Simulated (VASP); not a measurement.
**AlN (10-10) against 3 partners**

How do the bands of GaN, SiC and ZnO, strained to AlN, line up with those of AlN?

Method: LDA; plane waves and PAW (Al, N), in the first sound run; inputs show where later runs differ, in VASP 6.6.1.

### 1. The starting structure

Symmetry: P6_3mc, No. 186, hexagonal system. The conventional cell has a = 3.112 Å, b = 3.112 Å, c = 4.982 Å, α = 90.00°, β = 90.00°, γ = 120.00°. Al has 4 N at 1.89 to 1.90 Å nearest. N has 4 Al at 1.89 to 1.90 Å nearest. Farther neighbours and most contacts between anions are not listed.

### 2. Relax the substrate crystal, LDA

The substrate sets the in-plane lattice.

This step took 2 runs in a row; the last is shown.

Level: LDA; plane waves and PAW (Al, N).

INCAR reads:

```
SYSTEM = AlN
PREC = Accurate
ENCUT = 520
EDIFF = 1E-07
NELM = 120
ISMEAR = 0
SIGMA = 0.02
LREAL = .FALSE.
ALGO = Normal
GGA = CA
NBANDS = 24
LORBIT = 11
LWAVE = .FALSE.
LCHARG = .FALSE.
KPAR = 24
IBRION = 2
NSW = 40
ISIF = 3
EDIFFG = -0.005
POTIM = 0.4
```

POSCAR reads:

```
AlN
1.0
    3.0916241267      0.0000000000      0.0000000000
    0.0000000000      4.9492496496      0.0000000000
    0.0000000000      0.0000000000      5.3548390471
Al N
4 4
Direct
    0.0000000000      0.0000708382      0.9999999620
    0.5000000000      0.0000708382      0.4999999620
    0.0000000000      0.5000708382      0.3333333710
    0.5000000000      0.5000708382      0.8333333710
    0.0000000000      0.3819291618      0.9999992509
    0.5000000000      0.3819291618      0.4999992509
    0.0000000000      0.8819291618      0.3333340821
    0.5000000000      0.8819291618      0.8333340821
```

KPOINTS reads:

```
Automatic mesh
0
Gamma
9 6 5
0 0 0
```

The projector-augmented-wave data sets are Al and N (LDA family, release 64).

The run is started by

```
> mpirun -np 24 vasp_std
```

The log of the run:

```text
[banner, memory and clock lines left out]
running   24 mpi-ranks, on    1 nodes
[...]
|                                                                             |
|           W    W    AA    RRRRR   N    N  II  N    N   GGGG   !!!           |
|           W    W   A  A   R    R  NN   N  II  NN   N  G    G  !!!           |
|           W    W  A    A  R    R  N N  N  II  N N  N  G       !!!           |
|           W WW W  AAAAAA  RRRRR   N  N N  II  N  N N  G  GGG   !            |
|           WW  WW  A    A  R   R   N   NN  II  N   NN  G    G                |
|           W    W  A    A  R    R  N    N  II  N    N   GGGG   !!!           |
|                                                                             |
|     For optimal performance we recommend to set                             |
|       NCORE = 2 up to number-of-cores-per-socket                            |
|     NCORE specifies how many cores store one orbital (NPAR=cpu/NCORE).      |
|     This setting can greatly improve the performance of VASP for DFT.       |
[...]
|     Unfortunately you need to use the default for GW and RPA                |
|     calculations (for HF NCORE is supported but not extensively tested      |
|     yet).                                                                   |
|                                                                             |

 LDA part: xc-table for (Slater(with rela. corr.)+CA(PZ))
 , standard interpolation
 POSCAR, INCAR and KPOINTS ok, starting setup
[...]
entering main loop
       N       E                     dE             d eps       ncg     rms          rms(c)
DAV:   1     0.107451318729E+03    0.10745E+03   -0.14762E+04  2888   0.118E+03
DAV:   2    -0.671802372151E+02   -0.17463E+03   -0.16419E+03  3984   0.233E+02
DAV:   3    -0.758797410506E+02   -0.86995E+01   -0.86607E+01  3840   0.541E+01
DAV:   4    -0.759469236469E+02   -0.67183E-01   -0.67168E-01  3416   0.562E+00
[...]
DAV:  12    -0.656827501121E+02    0.14985E-06   -0.27738E-06  3624   0.986E-03    0.884E-03
DAV:  13    -0.656827496263E+02    0.48580E-06   -0.26773E-06  3512   0.894E-03    0.840E-04
DAV:  14    -0.656827496340E+02   -0.76552E-08   -0.52157E-08  2032   0.141E-03
   1 F= -.65682750E+02 E0= -.65682750E+02  d E =-.656827E+02
[...]
reached required accuracy - stopping structural energy minimisation
```

Run time: 6.2 s. Hardware: 24 MPI ranks of Intel Xeon 6975P-C (Granite Rapids), shared host; peak memory 5.6 GiB; 2.1 min of CPU time.

Lines that name or quote the potential files are left out of all logs, and their timing lines are given in words.

OUTCAR, selected parts (step 2):

```text
  Total       -0.0053704     -0.0061982     -0.0056953      0.0000000      0.0000000      0.0000000
  in kB       -0.1050125     -0.1212001     -0.1113659      0.0000000      0.0000000      0.0000000
  external PRESSURE =      -0.1125262 kB  Pullay stress =       0.0000000 kB

 POSITION                                       TOTAL-FORCE (eV/Angst)
 -----------------------------------------------------------------------------------
      0.00000      0.00035      5.35484         0.000000     -0.003841      0.000028
      1.54581      0.00035      2.67742         0.000000     -0.003841      0.000028
      0.00000      2.47498      1.78495         0.000000     -0.003841     -0.000028
      1.54581      2.47498      4.46237         0.000000     -0.003841     -0.000028
      0.00000      1.89026      5.35484         0.000000      0.003841     -0.000032
      1.54581      1.89026      2.67742        -0.000000      0.003841     -0.000032
      0.00000      4.36489      1.78495         0.000000      0.003841      0.000032
      1.54581      4.36489      4.46237        -0.000000      0.003841      0.000032
 -----------------------------------------------------------------------------------
    total drift:                                0.000000     -0.001205     -0.000003

  FREE ENERGIE OF THE ION-ELECTRON SYSTEM (eV)
  ---------------------------------------------------
  free  energy   TOTEN  =       -65.6827496340 eV

  energy  without entropy=      -65.6827496340  energy(sigma->0) =      -65.68274963

 reached required accuracy - stopping structural energy minimisation

[... 3 further parts left out ...]
[key lines of the parts left out:]
E-fermi :   6.1877
```

Numbers from this step:

```
energy(sigma→0) of the program : -65.6827 eV
stress, compression positive   : xx, yy, zz -0.01, -0.01, -0.01 GPa
volume                         : 81.936 Å³
ionic steps                    : 1
```

### 3. Bulk band edges, LDA

A bulk run places the substrate's levels against the mean potential at its cores.

Level: LDA; plane waves and PAW (Al, N).

INCAR reads:

```
SYSTEM = AlN
PREC = Accurate
ENCUT = 520
EDIFF = 1E-06
NELM = 100
ISMEAR = 0
SIGMA = 0.02
LREAL = .FALSE.
ALGO = Normal
GGA = CA
NBANDS = 22
LWAVE = .FALSE.
LCHARG = .FALSE.
KPAR = 24
```

POSCAR is that of step 2.

KPOINTS is that of step 2.

KPOINTS_OPT reads:

```
Line mode
6
Line-mode
Reciprocal
  0.05000000   0.00000000   0.00000000
  0.49500000   0.00000000   0.00000000

  0.49500000   0.00000000   0.49500000
  0.49500000   0.49500000   0.49500000
```

The run is started by

```
> mpirun -np 24 vasp_std
```

The log of the run:

```text
[banner, memory and clock lines left out]
running   24 mpi-ranks, on    1 nodes
[...]
[... a notice as in an earlier step ...]

 LDA part: xc-table for (Slater(with rela. corr.)+CA(PZ))
 , standard interpolation
 POSCAR, INCAR and KPOINTS ok, starting setup
[...]
entering main loop
       N       E                     dE             d eps       ncg     rms          rms(c)
DAV:   1     0.115077089092E+03    0.11508E+03   -0.14909E+04  2656   0.129E+03
DAV:   2    -0.667397190664E+02   -0.18182E+03   -0.17261E+03  3686   0.247E+02
DAV:   3    -0.758661563858E+02   -0.91264E+01   -0.90860E+01  3348   0.595E+01
DAV:   4    -0.759465632511E+02   -0.80407E-01   -0.80361E-01  3228   0.645E+00
[...]
DAV:  10    -0.656828245883E+02   -0.22260E-03   -0.12888E-03  3198   0.193E-01    0.123E-01
DAV:  11    -0.656827495812E+02    0.75007E-04   -0.29067E-04  3264   0.999E-02    0.223E-02
DAV:  12    -0.656827500367E+02   -0.45549E-06   -0.28967E-06  2702   0.114E-02
   1 F= -.65682750E+02 E0= -.65682750E+02  d E =-.101063E-12
 Start KPOINTS_OPT (optional k-point list driver)
k-point batch [1-12\12]
       N       E                     dE             ncg
DAV:   1     0.526688683669E+04   -0.92877E+04      528
DAV:   2     0.346619833398E+04   -0.18007E+04      748
DAV:   3     0.337200801618E+04   -0.94190E+02      648
DAV:   4     0.337108316735E+04   -0.92485E+00      630
DAV:   5     0.337106821198E+04   -0.14955E-01      666
DAV:   6     0.337106779047E+04   -0.42151E-03      636
DAV:   7     0.337106777540E+04   -0.15069E-04      672
DAV:   8     0.337106777483E+04   -0.56661E-06      476
```

Elapsed: 5.6 s, on 24 MPI ranks; peak memory 6.8 GiB; 1.9 min of CPU time.

From OUTCAR (step 3):

```text
  LATTYP: Found a simple orthorhombic cell.
 ALAT       =     3.0916241267
 B/A-ratio  =     1.6008574933
 C/A-ratio  =     1.7320472437

 Subroutine GETGRP returns: Found  4 space group operations
 (whereof  2 operations were pure point group operations)

The static configuration has the point symmetry C_1h.
 The point group associated with its full space group is C_2v.

 Found     60 irreducible k-points:

   k-points           NKPTS =     60   k-points in BZ     NKDIM =     60   number of bands    NBANDS=     22

   dimension x,y,z NGX =    24 NGY =   40 NGZ =   40
   dimension x,y,z NGXF=    48 NGYF=   80 NGZF=   80

   ENCUT  =  520.0 eV  38.22 Ry    6.18 a.u.   5.75  9.20  9.96*2*pi/ulx,y,z

   NELECT =      32.0000    total number of electrons

 E-fermi :   6.1713

 k-point     1 :       0.0000    0.0000    0.0000
  band No.  band energies     occupation
    ...
     12       5.1984      2.00000
     13       5.3750      2.00000
     14       5.8585      2.00000
     15       5.8585      2.00000
     16       6.0822      2.00000
     17      10.4805      0.00000
     18      11.7999      0.00000
     19      11.8006      0.00000
     20      12.7898      0.00000
     21      14.3267      0.00000
    ...

 k-point     2 :       0.1111    0.0000    0.0000
  band No.  band energies     occupation
    ...
     12       4.9429      2.00000
     13       4.9505      2.00000
     14       5.4086      2.00000
     15       5.8167      2.00000
     16       6.0293      2.00000
     17      11.0016      0.00000
     18      11.6723      0.00000
     19      12.4839      0.00000
     20      13.2669      0.00000
     21      14.6411      0.00000
    ...

  Total       -0.0229575     -0.0234281     -0.0233824      0.0000000      0.0000000      0.0000000
  in kB       -0.4489127     -0.4581165     -0.4572228      0.0000000      0.0000000      0.0000000
  external PRESSURE =      -0.4547507 kB  Pullay stress =       0.0000000 kB

 POSITION                                       TOTAL-FORCE (eV/Angst)
 -----------------------------------------------------------------------------------
      0.00000      0.00035      5.35484         0.000000     -0.003824      0.000030
      1.54581      0.00035      2.67742         0.000000     -0.003824      0.000030
      0.00000      2.47498      1.78495         0.000000     -0.003824     -0.000030
      1.54581      2.47498      4.46237         0.000000     -0.003824     -0.000030
      0.00000      1.89026      5.35484         0.000000      0.003824     -0.000026
      1.54581      1.89026      2.67742        -0.000000      0.003824     -0.000026
      0.00000      4.36489      1.78495         0.000000      0.003824      0.000026
      1.54581      4.36489      4.46237        -0.000000      0.003824      0.000026
 -----------------------------------------------------------------------------------
    total drift:                                0.000000     -0.001358     -0.000003

  FREE ENERGIE OF THE ION-ELECTRON SYSTEM (eV)
  ---------------------------------------------------
  free  energy   TOTEN  =       -65.6827500367 eV

  energy  without entropy=      -65.6827500367  energy(sigma->0) =      -65.68275004

[... 1 part as in an earlier step ...]

[... 7 further parts left out ...]
```

Numbers from this step:

| Quantity | Value |
| --- | --- |
| energy(sigma→0) of the program | -65.6828 eV |
| stress, compression positive | xx, yy, zz -0.04, -0.05, -0.05 GPa |

The run ends at a pressure of -0.05 GPa, with forces up to 0.0038 eV/Å.

### 4. Bulk band edges, HSE06

At this level only the shift of the substrate's edges against the mean potential of the cell is used.

Level: HSE06; plane waves and PAW (Al, N).

INCAR, as its differences from that of step 3:

```diff
@@ -9,6 +9,11 @@
 ALGO = Normal
-GGA = CA
+LHFCALC = .TRUE.
+AEXX = 0.25
+GGA = PE
+HFSCREEN = 0.2
+LASPH = .TRUE.
 NBANDS = 22
+PRECFOCK = Fast
 LWAVE = .FALSE.
 LCHARG = .FALSE.
-KPAR = 24
+KPAR = 4
```

POSCAR is that of step 3.

KPOINTS reads:

```
Automatic mesh
0
Gamma
5 3 3
0 0 0
```

KPOINTS_OPT is that of step 3.

The run is started by

```
> mpirun -np 24 vasp_std
```

The log of the run:

```text
[banner, memory and clock lines left out]
running   24 mpi-ranks, on    1 nodes
[...]
[... a notice as in an earlier step ...]

|                                                                             |
|               ----> ADVICE to this user running VASP <----                  |
|                                                                             |
|     You enforced a specific xc type in the INCAR file but a different       |
|     [... a line on the potential file left out ...]
|     I HOPE YOU KNOW WHAT YOU ARE DOING!                                     |
|                                                                             |

 LDA part: xc-table for (Slater+PW92), standard interpolation
|                                                                             |
|           W    W    AA    RRRRR   N    N  II  N    N   GGGG   !!!           |
|           W    W   A  A   R    R  NN   N  II  NN   N  G    G  !!!           |
|           W    W  A    A  R    R  N N  N  II  N N  N  G       !!!           |
[...]
DAV:   1    -0.700188347304E+02   -0.70019E+02   -0.29872E+00   576   0.111E+01    0.133E+01
DAV:   2    -0.700658484080E+02   -0.47014E-01   -0.43931E-01   612   0.397E+00    0.138E+01
DAV:   3    -0.700576898824E+02    0.81585E-02   -0.18683E-02   864   0.820E-01    0.898E+00
DAV:   4    -0.700562391970E+02    0.14507E-02   -0.31330E-03   804   0.265E-01    0.544E+00
[...]
DAV:   9    -0.700551685690E+02    0.78003E-05   -0.28034E-06   708   0.117E-02    0.367E-01
DAV:  10    -0.700551661230E+02    0.24460E-05   -0.93325E-07   624   0.732E-03    0.214E-01
DAV:  11    -0.700551656167E+02    0.50627E-06   -0.40068E-07   612   0.515E-03
   1 F= -.70055166E+02 E0= -.70055166E+02  d E =-.171175E-25
 Start KPOINTS_OPT (optional k-point list driver)
k-point batch [1-12\12]
       N       E                     dE             ncg
DAV:   1     0.177879797643E+04   -0.95418E+04      576
DAV:   2    -0.234572905201E+02   -0.18023E+04      708
DAV:   3    -0.180812598818E+03   -0.15736E+03      792
DAV:   4    -0.183186677969E+03   -0.23741E+01      816
DAV:   5    -0.183205747168E+03   -0.19069E-01      744
DAV:   6    -0.183206007183E+03   -0.26002E-03      720
DAV:   7    -0.183206013864E+03   -0.66807E-05      720
DAV:   8    -0.183206014050E+03   -0.18620E-06      564
```

It took 40 s on 24 MPI ranks; peak memory 6.7 GiB; 15 min of CPU time.

Parts of OUTCAR (step 4):

```text
 POSITION                                       TOTAL-FORCE (eV/Angst)
 -----------------------------------------------------------------------------------
      0.00000      0.00035      5.35484         0.000000     -0.006914     -0.001510
      1.54581      0.00035      2.67742         0.000000     -0.006914     -0.001510
      0.00000      2.47498      1.78495        -0.000000     -0.006914      0.001510
      1.54581      2.47498      4.46237         0.000000     -0.006914      0.001510
      0.00000      1.89026      5.35484        -0.000000      0.006914     -0.002216
      1.54581      1.89026      2.67742        -0.000000      0.006914     -0.002216
      0.00000      4.36489      1.78495        -0.000000      0.006914      0.002216
      1.54581      4.36489      4.46237        -0.000000      0.006914      0.002216
 -----------------------------------------------------------------------------------
    total drift:                               -0.000003     -0.000923     -0.000048

  FREE ENERGIE OF THE ION-ELECTRON SYSTEM (eV)
  ---------------------------------------------------
  free  energy   TOTEN  =       -70.0551656167 eV

  energy  without entropy=      -70.0551656167  energy(sigma->0) =      -70.05516562

[... 1 part as in an earlier step ...]

[... 2 further parts left out ...]
[key lines of the parts left out:]
E-fermi :   5.5657
```

This run gave:

```
energy(sigma→0) of the program : -70.0552 eV
```

[end of part 1 of 3]

[Lines on the potential files, build, host, timing and source positions are cut from VASP's logs without a mark.]

[Logs are printed without paths, hosts, clocks, repeated set-up lines and the standing remarks that a program may print on its own settings, such as how far it seeks lower states.]

[Hosts, paths, dates, database ids (printed as entryN), source tags and the programs' standing remarks are cut or masked in the printed files.]

[In band tables of VASP the shares of atoms and orbitals are scaled to a sum of 1 inside the atoms' spheres.]
